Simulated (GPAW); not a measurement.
The system is BaTiO3 (Barioperovskite).

```
Ba Ti O
1.0
     3.98550    0.00000    0.00000
     0.00000    4.01782    0.00000
     0.00000    0.01167    4.01780
Ba Ti O
1 1 3
Direct
  0.00000 0.00000 0.00000
  0.50000 0.51240 0.51240
  0.50000 0.99184 0.50524
  0.50000 0.50524 0.99184
  0.00000 0.48740 0.48740
```

```yaml
Program: GPAW 26.7.0
Task: relaxation of cell and atoms
Functional: BLYP
Dispersion: D4
Potentials_or_basis: PAW data sets generated in the run's folder for this functional
Cutoff: 800 eV
Basis: pw
k_mesh: 4 × 4 × 4
Occupations: fermi-dirac, width 0.05 eV
Spin: no spin polarisation
```

At the start: pressure 3.6 GPa; volume 12.87 Å³/atom.

Q: Where does the relaxation end?

A: Over 17 steps the energy falls by 17.5 meV/atom and the volume is 13.51 Å³/atom (+5.0 %); space group Amm2 (No. 38, to 0.05 Å).

The path:
| step | energy change (eV) | largest force (eV/Å) | pressure (GPa) | volume (Å³) |
| --- | --- | --- | --- | --- |
| 1 | 0.0000 | 0.2904 | 3.63 | 64.34 |
| 2 | -0.0077 | 0.2820 | 3.29 | 64.50 |
| 3 | -0.0719 | 0.1769 | -0.72 | 67.23 |
| 4 | -0.0730 | 0.1421 | -0.42 | 67.00 |
| 5 | -0.0750 | 0.0964 | 0.03 | 66.80 |
| 6 | -0.0777 | 0.0595 | 0.63 | 66.67 |
| 7 | -0.0792 | 0.1221 | 0.78 | 66.75 |
| 8 | -0.0809 | 0.1672 | 0.71 | 66.92 |
| 9 | -0.0835 | 0.1533 | 0.42 | 67.21 |
| 10 | -0.0855 | 0.0621 | 0.06 | 67.44 |
| 11 | -0.0862 | 0.0735 | -0.08 | 67.50 |
| 12 | -0.0866 | 0.0681 | -0.08 | 67.49 |
| 13 | -0.0869 | 0.0593 | 0.00 | 67.47 |
| 14 | -0.0871 | 0.0362 | 0.08 | 67.47 |
| 15 | -0.0873 | 0.0240 | 0.11 | 67.49 |
| 16 | -0.0874 | 0.0213 | 0.08 | 67.53 |
| 17 | -0.0874 | 0.0144 | 0.02 | 67.55 |

Final structure:
```
CELL_PARAMETERS angstrom
3.97844 0.00000 0.00000
0.00000 4.12079 0.01553
0.00000 0.02750 4.12072
ATOMIC_POSITIONS crystal
Ba 0.00000 0.01241 0.01241
Ti 0.50000 0.52844 0.52844
O 0.50000 0.97557 0.49283
O 0.50000 0.49283 0.97557
O 0.00000 0.48691 0.48691
```

Caveat: the k mesh is coarse; later steps reuse the first step's grids.
